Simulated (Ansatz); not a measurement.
**SiC (P6_3mc), random displacements**

These are results of DFT PBE, scalar-relativistic, plane waves, PAW (Ansatz), not measurements. Cutoff 420 eV, Γ-centred 12×12×4 k-points, Gaussian smearing of 0.05 eV. No spin polarisation. Energies are free energies at this smearing, counted from the undisturbed cell; pressure is positive in compression.

Zero of the scan (as given, not relaxed at this level):

```yaml
crystal:
  lattice:
    - [3.07569, 0.00000, 0.00000]
    - [-1.53785, 2.66363, 0.00000]
    - [0.00000, 0.00000, 10.07065]
  atoms:
    - { symbol: Si, position: [0.66667, 0.33333, 0.93784] }
    - { symbol: Si, position: [0.33333, 0.66667, 0.43784] }
    - { symbol: Si, position: [0.00000, 0.00000, 0.68789] }
    - { symbol: Si, position: [0.00000, 0.00000, 0.18789] }
    - { symbol: C, position: [0.66667, 0.33333, 0.74980] }
    - { symbol: C, position: [0.33333, 0.66667, 0.24980] }
    - { symbol: C, position: [0.00000, 0.00000, 0.50046] }
    - { symbol: C, position: [0.00000, 0.00000, 0.00046] }
```

The atoms are displaced (Å, in the unstrained cell):

```csv
atom,ux,uy,uz
Si1,-0.033,0.053,-0.033
Si2,0.034,0.029,-0.012
Si3,-0.022,0.021,0.001
Si4,-0.020,-0.009,0.025
C5,-0.008,-0.001,-0.039
C6,-0.048,-0.060,0.005
C7,0.059,-0.036,-0.005
C8,0.037,0.003,0.058
```

Strain (Voigt, engineering shear): (0.0478, 0.0278, -0.0153, 0.0021, -0.0283, -0.0845).

(1) What are the energy change, the stress and the forces?

## Answers

(1) ΔE = 116.5 meV/atom; stress (xx, yy, zz, yz, xz, xy; compression positive) (-18.44, -9.57, 10.66, 0.28, 4.92, 15.11) GPa; gap on the mesh 1.22 eV.
| atom | Fx (eV/Å) | Fy | Fz |
| --- | --- | --- | --- |
| Si1 | 0.82 | -0.61 | 1.50 |
| Si2 | -0.24 | -1.01 | 0.66 |
| Si3 | -0.04 | -0.47 | -0.35 |
| Si4 | -0.13 | -0.72 | 0.39 |
| C5 | 0.40 | 0.38 | 0.38 |
| C6 | 0.17 | 1.00 | -0.37 |
| C7 | -0.22 | 0.98 | -0.25 |
| C8 | -0.76 | 0.43 | -1.97 |

Cost: 1 run of about 0.38 core-minutes, on Intel Xeon 6975P-C (Granite Rapids) (shared hosts).